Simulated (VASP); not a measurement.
# C in VASP: a series of runs

The runs below take C through single point, with LDA.

Program: VASP 6.6.1. These are calculated values, not measurements. Logs are shortened: lines on timing, memory, paths and dates and some standing lists are left out, and cuts for length are marked.

**1. Starting point**

The cell holds a slab with vacuum, 8 atoms: a = 2.456 Å, b = 2.456 Å, c = 22.805 Å, α = 90.00°, β = 90.00°, γ = 120.00°.

The slab is cut from a database's or a generator's crystal, which needn't be the stable form of the element.

**2. Single point, LDA**

Contents of INCAR:

```
PREC = Accurate
ENCUT = 500
EDIFF = 1E-7
ISMEAR = 1
SIGMA = 0.1
LREAL = F
LASPH = T
NELM = 120
ALGO = Normal
ISIF = 2
LWAVE = F
LCHARG = F
LDIPOL = T
IDIPOL = 3
DIPOL = 0.5 0.5 0.500
GGA = CA
NBANDS = 32
LVHAR = T
LVACPOTAV = T
```

Contents of KPOINTS:

```
Automatic mesh
0
Gamma
  5 5 1
```

Contents of POSCAR:

```
C
1.0
    2.4560959400      0.0000000000      0.0000000000
   -1.2280479700      2.1270618200      0.0000000000
    0.0000000000      0.0000000000     22.8049153298
C
8
Direct
    0.5833794600      0.1667589200      0.2631011742
    0.9166205400      0.8332410800      0.2631011742
    0.0833794600      0.1667589200      0.4223496308
    0.4166205400      0.8332410800      0.4223496308
    0.5833794600      0.1667589200      0.5776503692
    0.9166205400      0.8332410800      0.5776503692
    0.0833794600      0.1667589200      0.7368988258
    0.4166205400      0.8332410800      0.7368988258
```

Potentials or basis: VASP PAW LDA potentials, release 64 (C).

The run is started by

```console
$ cat potpaw_LDA.64/C/POTCAR > POTCAR
$ mpirun -np 1 vasp_std > vasp.out
```

OUTCAR:

```text
PREC = Accurate
   ENCUT = 500
   EDIFF = 1E-7
   ISMEAR = 1
   LREAL = F
   LASPH = T
   NELM = 120
   ISIF = 2
   GGA = CA

 Found      9 irreducible k-points:

 Following reciprocal coordinates:
            Coordinates               Weight
  0.000000  0.000000  0.000000      1.000000
  0.200000  0.000000  0.000000      4.000000
  0.000000  0.200000  0.000000      2.000000
  0.400000 -0.000000  0.000000      4.000000
  0.000000  0.400000  0.000000      2.000000
  0.200000  0.200000  0.000000      4.000000
   k-points           NKPTS =      9   k-points in BZ     NKDIM =      9   number of bands    NBANDS=     32
   number of dos      NEDOS =    301   number of ions     NIONS =      8
   total plane-waves  NPLWV =  54432
   dimension x,y,z NGX =    18 NGY =   18 NGZ =  168
   dimension x,y,z NGXF=    36 NGYF=   36 NGZF=  336
   ions per type =               8
   NGX,Y,Z   is equivalent  to a cutoff of  12.18, 12.18, 12.25 a.u.
   NGXF,Y,Z  is equivalent  to a cutoff of  24.37, 24.37, 24.49 a.u.
 SYSTEM =  unknown system
   PREC   = accura    normal or accurate (medium, high low for compatibility)
   ISTART =      0    job   : 0-new  1-cont  2-samecut
   ICHARG =      2    charge: 1-file 2-atom 10-const
   ISPIN  =      1    spin polarized calculation?
   LNONCOLLINEAR =      F non collinear calculations
   LSORBIT =      F    spin-orbit coupling
   LASPH  =      T    aspherical Exc in radial PAW
   ENCUT  =  500.0 eV  36.75 Ry    6.06 a.u.   4.48  4.48 41.58*2*pi/ulx,y,z
   NELM   =    120;   NELMIN=  2; NELMDL= -5     # of ELM steps
   EDIFF  = 0.1E-06   stopping-criterion for ELM
   LREAL  =      F    real-space projection
   EDIFFG = 0.1E-05   stopping-criterion for IOM
   NSW    =      0    number of steps for IOM
   IBRION =     -1    ionic relax: 0-MD 1-quasi-New 2-CG
   NFREE  =      0    steps in history (QN), initial steepest desc. (CG)
   ISIF   =      2    stress and relaxation
   ISYM   =      2    0-nonsym 1-usesym 2-fastsym
   POTIM  = 0.5000    time-step for ionic-motion
   TEBEG  =    0.0;   TEEND  =   0.0 temperature during run
   PSTRESS=    0.0 pullay stress
   NELECT =      32.0000    total number of electrons
   NUPDOWN=      -1.0000    fix difference up-down
   EMIN   =  10.00;   EMAX   =-10.00  energy-range for DOS
   EFERMI =   0.00;   METHOD = LEGACY
   ISMEAR =     1;   SIGMA  =   0.10  broadening in eV -4-tet -1-fermi 0-gaus
   EFERMI_NEDOS =   21; number of points for ismear=-14 and -15
   IALGO  =     38    algorithm
   IMIX   =      4    mixing-type and parameters
     AMIX     =   0.40;   BMIX     =  1.00
     AMIX_MAG =   1.60;   BMIX_MAG =  1.00
  volume/ion in A,a.u.               =      14.89       100.50
  Fermi-wavevector in a.u.,A,eV,Ry     =   1.056267  1.996054 15.180007  1.115699
  Thomas-Fermi vector in A             =   2.191496
   LORBIT       =      0    0 simple, 1 ext, 2 COOP (PROOUT), +10 PAW based schemes
   GGA     = CA    functional components
   LHFCALC =     F    Hartree Fock is set to
   AEXX    =    0.0000 exact exchange contribution
   IVDW    =     0    specifies the selected vdW correction
   LEPSILON=     F    determine dielectric tensor
   LRPA    =     F    only Hartree local field effects (RPA)
 non-spin polarized calculation
 Methfessel and Paxton  Order N= 1 SIGMA  =   0.10
  energy-cutoff  :      500.00
  volume of cell :      119.14
 maximum number of plane-waves:      3089
 NGX is ok and might be reduce to    18
   NGX =  9   NGY =  9   NGZ = 83

 number of electron      31.9999989 magnetization

 dipolmoment           0.000000      0.000000     -0.000000 electrons x Angstroem

 Free energy of the ion-electron system (eV)
  ---------------------------------------------------
  ext. energy  EPLUGINS =         0.00000000
  ---------------------------------------------------
  free energy    TOTEN  =       -80.72342420 eV

  energy without entropy =      -80.72388815  energy(sigma->0) =      -80.72357885

 E-fermi :  -0.1402     XC(G=0):  -6.8029

 val. band max:       -0.2243870492   @ k =  -0.2000  -0.4000   0.0000
 cond. band min:       1.9092097963   @ k =  -0.2000  -0.4000   0.0000
 fundamental gap:      2.1335968455
 Fermi energy:        -0.1401999450

 k-point     1 :       0.0000    0.0000    0.0000
  band No.  band energies     occupation
      1     -18.5753      2.00000
      2     -18.5246      2.00000
      3     -18.4772      2.00000
      4     -18.4233      2.00000
      5      -7.4055      2.00000
      6      -7.0432      2.00000
[... 20 lines left out ...]
     27       9.2330      0.00000
     28       9.2364      0.00000

 k-point     2 :       0.2000    0.0000    0.0000
  band No.  band energies     occupation
      1     -17.6284      2.00000
      2     -17.5810      2.00000
      3     -17.5367      2.00000
      4     -17.4861      2.00000
      5      -6.2529      2.00000
      6      -5.9049      2.00000
[... 20 lines left out ...]
     27       9.4556      0.00000
     28       9.4616      0.00000

 k-point     3 :       0.0000    0.2000    0.0000
  band No.  band energies     occupation
      1     -17.6286      2.00000
      2     -17.5811      2.00000
      3     -17.5368      2.00000
      4     -17.4862      2.00000
      5      -6.2546      2.00000
      6      -5.9054      2.00000
[... 58 lines left out ...]
      3     -14.7895      2.00000
      4     -14.7477      2.00000
      5     -10.3917      2.00000
      6     -10.3669      2.00000
[... 20 lines left out ...]
     27      10.1374      0.00000
     28      11.1432      0.00000

 k-point     6 :       0.2000    0.2000    0.0000
  band No.  band energies     occupation
      1     -15.7718      2.00000
      2     -15.7305      2.00000
      3     -15.6920      2.00000
      4     -15.6477      2.00000
      5      -7.9320      2.00000
      6      -7.9320      2.00000
[... 20 lines left out ...]
     27      11.6628      0.00000
     28      11.7362      0.00000

 [... further k-points ...]

 [bands above 28 left out]

------------------------ aborting loop because EDIFF is reached ----------------------------------------

  FORCE on cell =-STRESS in cart. coord.  units (eV):
  Direction    XX          YY          ZZ          XY          YZ          ZX
  --------------------------------------------------------------------------------------
  -------------------------------------------------------------------------------------
  Total       -1.8171534     -1.6918047     -0.5347990      0.0000000     -0.0000000      0.0000000
  in kB      -24.4370218    -22.7513367     -7.1919599      0.0000000     -0.0000000      0.0000000
  external PRESSURE =     -18.1267728 kB  Pullay stress =       0.0000000 kB

 VOLUME and BASIS-vectors are now :
 -----------------------------------------------------------------------------
  energy-cutoff  :      500.00
  volume of cell :      119.14
      direct lattice vectors                 reciprocal lattice vectors
     2.456095940  0.000000000  0.000000000     0.407150219  0.235066041  0.000000000
    -1.228047970  2.127061820  0.000000000     0.000000000  0.470132081  0.000000000
     0.000000000  0.000000000 22.804915330     0.000000000  0.000000000  0.043850196

 POSITION                                       TOTAL-FORCE (eV/Angst)
 -----------------------------------------------------------------------------------
      1.22805      0.35471      6.00000         0.000000     -0.040408      0.023383
      1.22805      1.77236      6.00000        -0.000000      0.040408      0.023383
      0.00000      0.35471      9.63165         0.000000     -0.063226     -0.002440
     -0.00000      1.77236      9.63165        -0.000000      0.063226     -0.002440
      1.22805      0.35471     13.17327         0.000000     -0.063226      0.002440
      1.22805      1.77236     13.17327        -0.000000      0.063226      0.002440
      0.00000      0.35471     16.80492         0.000000     -0.040408     -0.023383
     -0.00000      1.77236     16.80492        -0.000000      0.040408     -0.023383
 -----------------------------------------------------------------------------------
    total drift:                               -0.000000      0.000000      0.000000

  FREE ENERGIE OF THE ION-ELECTRON SYSTEM (eV)
  ---------------------------------------------------
  free  energy   TOTEN  =       -80.7234242046 eV

  energy  without entropy=      -80.7238881503  energy(sigma->0) =      -80.72357885

 vacuum level on the upper side and lower side of the slab         5.397         5.397
```

OSZICAR:

```text
N       E                     dE             d eps       ncg     rms          rms(c)
DAV:   1     0.127157067688E+03    0.12716E+03   -0.14239E+04   584   0.846E+02
DAV:   2    -0.733604014814E+02   -0.20052E+03   -0.18440E+03   784   0.208E+02
DAV:   3    -0.862521462682E+02   -0.12892E+02   -0.12702E+02   760   0.495E+01
[... 12 lines left out ...]
DAV:  16    -0.807234149074E+02   -0.17013E-03   -0.12659E-05   648   0.182E-02    0.582E-03
DAV:  17    -0.807234166280E+02   -0.17206E-05   -0.12223E-06   696   0.487E-03    0.290E-03
DAV:  18    -0.807234197513E+02   -0.31233E-05   -0.91357E-08   552   0.185E-03    0.156E-03
DAV:  19    -0.807234241716E+02   -0.44203E-05   -0.21715E-07   528   0.316E-03    0.550E-04
DAV:  20    -0.807234242046E+02   -0.32956E-07   -0.24013E-08   608   0.909E-04
   1 F= -.80723424E+02 E0= -.80723579E+02  d E =0.463946E-03
```

stdout:

```text
POSCAR found type information on POSCAR C
 POSCAR found :  1 types and       8 ions
 scaLAPACK will be used
 LDA part: xc-table for (Slater(with rela. corr.)+CA(PZ))
 , standard interpolation
 POSCAR, INCAR and KPOINTS ok, starting setup
 FFT: planning ... GRIDC
 FFT: planning ... GRID_SOFT
 FFT: planning ... GRID
 WAVECAR not read
 entering main loop
 -----------------------------------------------------------------------------
|                                                                             |
|           W    W    AA    RRRRR   N    N  II  N    N   GGGG   !!!           |
|           W    W   A  A   R    R  NN   N  II  NN   N  G    G  !!!           |
|           W    W  A    A  R    R  N N  N  II  N N  N  G       !!!           |
|           W WW W  AAAAAA  RRRRR   N  N N  II  N  N N  G  GGG   !            |
|           WW  WW  A    A  R   R   N   NN  II  N   NN  G    G                |
|           W    W  A    A  R    R  N    N  II  N    N   GGGG   !!!           |
|                                                                             |
|     Did not find any points to average over, which means that no vacuum     |
|     field-free region was found. Please increase the size of  your cell     |
|     in the dimension of the dipole correction to obtain accurate            |
|     workfunction values.                                                    |
|                                                                             |
 -----------------------------------------------------------------------------
```

Wall time 39 s (1 thread of Intel Xeon Platinum 8488C (Sapphire Rapids), shared host); peak memory 0.18 GiB.

These settings aren't checked as converged: the numbers below hold their error.

What came out:

| Quantity | Value |
| --- | --- |
| Free energy | -80.7234 eV |
| Largest force | 0.063 eV/Å |
| Band gap on the k mesh | 2.13 eV, direct |
| Ionisation potential of the upper face | 5.62 eV |

Caveat: the k mesh is coarse (spacing up to 0.59 Å⁻¹), so the values aren't converged.

**3. Single point, LDA**

This run uses another cell than the first one, of 12.28 Å³/atom, 0.825 times its volume.

INCAR: that of step 2 with these lines changed.

```diff
@@ -1,3 +1,3 @@
 PREC = Accurate
-ENCUT = 500
+ENCUT = 400
 EDIFF = 1E-7
```

Contents of KPOINTS:

```
Automatic mesh
0
Gamma
  10 10 1
```

Contents of POSCAR:

```
C
1.0
    2.4560959400      0.0000000000      0.0000000000
   -1.2280479700      2.1270618200      0.0000000000
    0.0000000000      0.0000000000     18.8049153298
C
8
Direct
    0.5833794600      0.1667589200      0.2127103435
    0.9166205400      0.8332410800      0.2127103435
    0.0833794600      0.1667589200      0.4058325941
    0.4166205400      0.8332410800      0.4058325941
    0.5833794600      0.1667589200      0.5941674059
    0.9166205400      0.8332410800      0.5941674059
    0.0833794600      0.1667589200      0.7872896565
    0.4166205400      0.8332410800      0.7872896565
```

Potentials or basis: VASP PAW LDA potentials, release 64 (C).

The run is started by

```console
$ cat potpaw_LDA.64/C/POTCAR > POTCAR
$ mpirun -np 1 vasp_std > vasp.out
```

Wall time 54 s (1 thread of Intel Xeon Platinum 8488C (Sapphire Rapids), shared host); peak memory 0.17 GiB.

These settings aren't checked as converged: the numbers below hold their error.

What came out:

- Free energy: -80.9084 eV
- Largest force: 0.026 eV/Å
- Band gap on the k mesh: 1.38 eV, indirect (least direct gap 1.44 eV)
- Ionisation potential of the upper face: 5.24 eV

Caveat: the cutoff is under 1.25 times the usual one of these potentials, so pressure, stress and relaxed cells hold a basis-set (Pulay) error.

**4. Single point, LDA**

This run uses another cell than the first one, of 9.67 Å³/atom, 0.649 times its volume.

INCAR is that of step 3.

Contents of KPOINTS:

```
Automatic mesh
0
Gamma
  15 15 1
```

Contents of POSCAR:

```
C
1.0
    2.4560959400      0.0000000000      0.0000000000
   -1.2280479700      2.1270618200      0.0000000000
    0.0000000000      0.0000000000     14.8049153298
C
8
Direct
    0.5833794600      0.1667589200      0.1350902694
    0.9166205400      0.8332410800      0.1350902694
    0.0833794600      0.1667589200      0.3803903936
    0.4166205400      0.8332410800      0.3803903936
    0.5833794600      0.1667589200      0.6196096064
    0.9166205400      0.8332410800      0.6196096064
    0.0833794600      0.1667589200      0.8649097306
    0.4166205400      0.8332410800      0.8649097306
```

The run is started by

```console
$ cat potpaw_LDA.64/C/POTCAR > POTCAR
$ mpirun -np 1 vasp_std > vasp.out
```

Wall time 61 s (1 thread of Intel Xeon Platinum 8488C (Sapphire Rapids), shared host); peak memory 0.18 GiB.

These settings aren't checked as converged: the numbers below hold their error.

Results:

* Free energy: -80.9069 eV
* Largest force: 0.026 eV/Å
* Band gap on the k mesh: 0.03 eV, direct

Caveat: the cutoff is under 1.25 times the usual one of these potentials, so pressure, stress and relaxed cells hold a basis-set (Pulay) error.
